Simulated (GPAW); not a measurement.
A run of GPAW 26.7.0 is set up as follows.

File run.py:

```python
import numpy as np
from ase import Atoms
from ase.dft.bandgap import bandgap
from ase.io import write
from gpaw import GPAW, PW
from gpaw.response.df import DielectricFunction

atoms = Atoms(['Mg', 'O'],
              cell=[[0.0, 2.0970013927, 2.0970013927],
                    [2.0970013927, 0.0, 2.0970013927],
                    [2.0970013927, 2.0970013927, 0.0]],
              scaled_positions=[[0.0, 0.0, 0.0],
                                [0.5, 0.5, 0.5]],
              pbc=True)

calc = GPAW(mode=PW(600),
            xc='PBE',
            kpts={'size': (9, 9, 9), 'gamma': True},
            occupations={'name': 'fermi-dirac', 'width': 0.001},
            nbands=16,
            convergence={'density': 1e-06},
            maxiter=150,
            txt='gpaw.txt')
atoms.calc = calc
energy = atoms.get_potential_energy()
calc.write('gs.gpw')
write('result.traj', atoms)
print(f'Energy: {energy:.6f} eV')
print('Fermi level:', round(calc.get_fermi_level(), 4), 'eV')
print(f'Gap: {bandgap(calc)[0]:.4f} eV, direct: {bandgap(calc, direct=True)[0]:.4f} eV')

for size in [(19, 19, 19), (27, 27, 27)]:
    name = 'x'.join(str(n) for n in size)
    dense = calc.fixed_density(kpts={'size': size, 'gamma': True},
                               nbands=34, convergence={'bands': 28, 'eigenstates': 1e-7},
                               update_fermi_level=True, txt=f'dense-{name}.txt')
    dense.write(f'{name}.gpw', mode='all')
    df = DielectricFunction(f'{name}.gpw', frequencies=np.array([0.0]), hilbert=False, eta=0.001,
                            ecut=80, nbands=28, intraband=False, txt=f'df-{name}.txt')
    for xc in ['RPA', 'LR0.3', 'Bootstrap']:
        for direction in ['x', 'y', 'z', [0, 1, 1], [1, 0, 1], [1, 1, 0]]:
            e0, e = df.get_macroscopic_dielectric_constant(xc=xc, direction=direction)
            print(f'{name} {xc} {direction}: {e0:.4f} without, {e:.4f} with local fields')
```

Potentials or basis: GPAW PAW data sets (gpaw-data 1.2.1), pw.

Command:

```sh
$ OMP_NUM_THREADS=1 python run.py
```

(1) Estimate the electronic dielectric tensor (diagonal).

(2) Estimate the band gap on the k mesh.

Answers

(1) 3.01.

(2) 4.89 eV, direct.

Caveat: the long-wavelength limit can be off by a per cent or two; an odd mesh through Γ misses points on the zone boundary, where band edges often lie.

**What was measured.**

“Infrared Optical Properties of Ferropericlase (Mg1-xFexO): Experiment and Theory”, 2007, arxiv:0704.2267 reports, for a bulk crystal of MgO at 295 K: high-frequency dielectric constant 2.95 ± 0.1.

The gap isn't set beside the measured one, since this odd mesh misses points on the zone boundary. Measured high-frequency dielectric constant of MgO: 2.95 (295 K; “Infrared Optical Properties of Ferropericlase (Mg1-xFexO): Experiment and Theory”, 2007, arxiv:0704.2267). This calculation gives 3.01 (+2.1 %).
